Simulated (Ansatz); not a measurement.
Re, DFT, PBE, all-electron PAW with datasets made for the crystal, scalar-relativistic (Ansatz 0.2.0), run on 1 thread of Arm Neoverse V1 on a shared host.

The geometry is COD entry 1534939, unchecked; take it as a test cell. The listed cell was then made from it by scaling, straining or moving an atom.

Command: `ansatz run input.yaml --threads 1 --pin off --max-ram 2048MiB --backend cpu --events-out ev --progress --plain --runs-dir out`

```yaml
crystal:
  lattice:
    - [0.0, 1.9366468345, 2.054]
    - [1.9366468345, 0.0, 2.054]
    - [1.9366468345, 1.9366468345, 0.0]
  atoms:
    - { symbol: Re, position: [0.0, 0.0, 0.0] }
kpoints:
  mp_grid: { grid: [14, 14, 14] }
scf:
  occupations: { method: fermi_dirac, width: 0.05 }
hamiltonian:
  xc: pbe
  pseudopotentials: { kind: all_electron, datasets: crystal }
output:
  forces: true
  stress: true
  eigenvalues: true
  efg: { contact_densities: true }
```

**Question.** How large is the problem that the program sets up?

**Answer.** 244 irreducible k-points, 169 plane waves at Γ, 12 bands.

**Question.** Estimate the wall time and the peak memory.

**Answer.** 26 s of wall time for 7 SCF iterations, with a peak of 0.68 GiB. Times on shared machines scatter by tens of per cent.

**Question.** And the same cell and mesh by LAPW (all electrons), asked for forces, stress, eigenvalues, on the same hardware?

**Answer.** 49 s, peak memory 0.57 GiB.

**Question.** And the same cell and mesh by PAW with the default files, asked for forces, stress, eigenvalues, efg, on the same hardware?

**Answer.** 4.2 s, peak memory 0.36 GiB.
